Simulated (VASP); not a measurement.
Wanted: the native input for a VASP 6.6.1 run.

- Task: core levels
- Functional: PBE
- Potentials or basis: VASP PAW PBE potentials, release 64 (Ti_sv, C)
- Cutoff: 520 eV
- k mesh: 6 × 6 × 6
- Occupations: methfessel-paxton, width 0.1 eV
- Spin: no spin polarisation
- Further INCAR settings: ALGO = Normal; EDIFF = 1e-06

The structure of TiC lies in POSCAR:

```
TiC
1.0
    0.0000000000      4.3186000000      4.3186000000
    4.3186000000      0.0000000000      4.3186000000
    4.3186000000      4.3186000000      0.0000000000
Ti C
8 8
Direct
    0.0000000000      0.0000000000      0.0000000000
    0.0000000000      0.0000000000      0.5000000000
    0.0000000000      0.5000000000      0.0000000000
    0.0000000000      0.5000000000      0.5000000000
    0.5000000000      0.0000000000      0.0000000000
    0.5000000000      0.0000000000      0.5000000000
    0.5000000000      0.5000000000      0.0000000000
    0.5000000000      0.5000000000      0.5000000000
    0.2500000000      0.2500000000      0.2500000000
    0.2500000000      0.2500000000      0.7500000000
    0.2500000000      0.7500000000      0.2500000000
    0.2500000000      0.7500000000      0.7500000000
    0.7500000000      0.2500000000      0.2500000000
    0.7500000000      0.2500000000      0.7500000000
    0.7500000000      0.7500000000      0.2500000000
    0.7500000000      0.7500000000      0.7500000000
```

One way to write it, as run:

INCAR

```
SYSTEM = TiC
ALGO = Normal ; EDIFF = 1E-6
ENCUT = 520 ; GGA = PE
ICORELEVEL = 1 ; ISIF = 2
ISMEAR = 1 ; KPAR = 4
LASPH = .True. ; LCHARG = .False.
LREAL = .False. ; LWAVE = .False.
NELM = 60 ; PREC = Accurate
SIGMA = 0.1
```

KPOINTS

```
k-points
0
Gamma
  6 6 6
  0 0 0
```

Potentials or basis: VASP PAW PBE potentials, release 64 (Ti_sv, C).

The run is started by

```sh
$ cat potpaw_PBE.64/Ti_sv/POTCAR potpaw_PBE.64/C/POTCAR > POTCAR
$ mpirun -np 4 vasp_std > vasp.out
```

It gave:

| Item | Value |
| --- | --- |
| Pressure | 2.8 GPa |
| Band gap on the k mesh | none (metal or under the smearing width) |

Wall time 67 s on 4 MPI ranks on Intel(R) Xeon(R) Platinum 8488C (Sapphire Rapids) (shared host), peak memory 0.38 GiB a rank.
